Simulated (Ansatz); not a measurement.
This Ansatz 0.2.0 run on TePt needs a look.

Contents of input.yaml:

```yaml
crystal:
  lattice:
    - [1.9815661262, 1.1440577364, 6.6610334788]
    - [-1.9815661262, 1.1440577364, 6.6610334788]
    - [0.0, -2.2881154728, 6.6610334788]
  atoms:
    - { symbol: Pt, position: [0.1296666667, 0.1296666667, 0.1296666667] }
    - { symbol: Pt, position: [0.8703333333, 0.8703333333, 0.8703333333] }
    - { symbol: Te, position: [0.402, 0.402, 0.402] }
    - { symbol: Te, position: [0.598, 0.598, 0.598] }
hamiltonian:
  xc: pbesol
  pseudopotentials: { kind: paw }
kpoints:
  mp_grid: { grid: [8, 8, 8] }
  band_path:
    path:
      - [[0.0, 0.0, 0.0], [0.5, 0.0, 0.0], [0.5, 0.1863329093, -0.1863329093]]
      - [[0.8136670907, 0.5, 0.1863329093], [0.5, 0.5, 0.5], [0.0, 0.0, 0.0], [0.3431664546, 0.0, -0.3431664546]]
      - [[0.6568335454, 0.3431664546, 0.0], [0.5, 0.5, 0.0], [0.6568335454, 0.6568335454, 0.1863329093], [0.5, 0.5, 0.5]]
      - [[0.5, 0.0, 0.0], [0.8136670907, 0.3431664546, 0.3431664546]]
    npoints: 14
scf:
  occupations: { method: fermi_dirac, width: 0.05 }
  n_extra_bands: 10
  mixing: { algorithm: broyden, beta: 0.95, ndim: 1, preconditioner: none }
  max_iter: 100
output:
  forces: true
  stress: true
  eigenvalues: true
  fatbands: true
```

Potentials or basis: Ansatz PAW.

Launch:

```sh
$ ansatz run input.yaml --threads 2 --pin off --max-ram 5632MiB --backend cpu --events-out ev --progress --plain --runs-dir out
```

Output:

```text
Warning: RAYON_NUM_THREADS=2 ignored (pool sized by the plan → 2); use --threads N
basis.fft_grid_basis auto: the FFT boxes are laid along the combinations [[1, 0, -1], [0, 1, -1], [0, 0, 1]] of the cell's own vectors, 3.963, 3.963 and 7.043 Å long. The dense box has 27×27×48 points. Along the cell's own vectors, as sized, it would have 48×48×48, 3.16 times as many. Of the 12 symmetry operations that the crystal satisfies within crystal.symmetry.tolerance (time reversal apart; of a slab, those that keep its plane) the dense box along the cell's own vectors carries 12, and the one as laid loses 8 of those. basis.fft_grid_basis: typed keeps the cell's own vectors: state it where this run's energies or levels are differenced outside the engine with another run's, or held beside a run that keeps those vectors.
scf.n_extra_bands = 10 over 34 filled bands (N_el = 68.0): the run solves 44 bands
Engine: ansatz 0.2.0, x86_64-unknown-linux-gnu
Pseudopotentials: kind: paw
Pseudopotential: Pt, paw, valence charge 18, recommended cutoff 420 eV (normal), Pt.paw.azcp
[... 50 lines left out ...]
SCF iter  31: F=—  HF=-38575.973415 eV  |F-HF|=—  |Δ(HF+E_count)|=    4.07e1  Δρ=1.05e-1  dr2=1.44e1  ethr=2.87e-5  ⟨swp⟩=6.2  Hψ=11568  notcnv=0  defer=170  κ⁻¹=1.0e0(r=1)
SCF iter  32: F=—  HF=-38583.392203 eV  |F-HF|=—  |Δ(HF+E_count)|=    7.42e0  Δρ=1.36e-1  dr2=3.92e1  ethr=2.87e-5  ⟨swp⟩=6.1  Hψ=11884  notcnv=0  defer=215  κ⁻¹=1.0e0(r=1)
SCF iter  33: F=—  HF=-38580.964865 eV  |F-HF|=—  |Δ(HF+E_count)|=    2.43e0  Δρ=1.24e-1  dr2=5.14e1  ethr=2.87e-5  ⟨swp⟩=6.1  Hψ=11512  notcnv=0  defer=163  κ⁻¹=1.0e0(r=1)
SCF iter  34: F=—  HF=-38598.885549 eV  |F-HF|=—  |Δ(HF+E_count)|=    1.79e1  Δρ=2.87e-1  dr2=1.50e2  ethr=2.87e-5  ⟨swp⟩=6.3  Hψ=11328  notcnv=0  defer=197  κ⁻¹=1.0e0(r=1)
SCF iter  35: F=—  HF=-38578.386671 eV  |F-HF|=—  |Δ(HF+E_count)|=    2.05e1  Δρ=8.77e-2  dr2=2.53e1  ethr=2.87e-5  ⟨swp⟩=5.8  Hψ=11911  notcnv=0  defer=201  κ⁻¹=1.0e0(r=1)
SCF iter  36: F=—  HF=-38630.288553 eV  |F-HF|=—  |Δ(HF+E_count)|=    5.19e1  Δρ=2.35e-1  dr2=2.88e2  ethr=1.47e-6  ⟨swp⟩=14.4  Hψ=34859  notcnv=0
Mixer restart at iter 36: flushing history
iteration 36: the SCF's residuals had fallen too slowly under its mixing. It goes on by minimising its free energy, and can end on another state than longer mixing would; under `scf.algorithm: density_mixing` no SCF does so, but by `scf.convergence.dm_fallback`
SCF iter  37: F=—  HF=-38614.604654 eV  |F-HF|=—  |Δ(HF+E_count)|=    1.57e1  Δρ=2.46e-1  dr2=2.68e2  ethr=1.47e-6  ⟨swp⟩=6.9  Hψ=35550  notcnv=0
```

Q: Diagnose the run.

A: The run was cut off at its time limit. The input holds a flaw that was put in on purpose: mixing far too strong (scf.mixing = algorithm broyden, beta 0.95, ndim 1, preconditioner none).
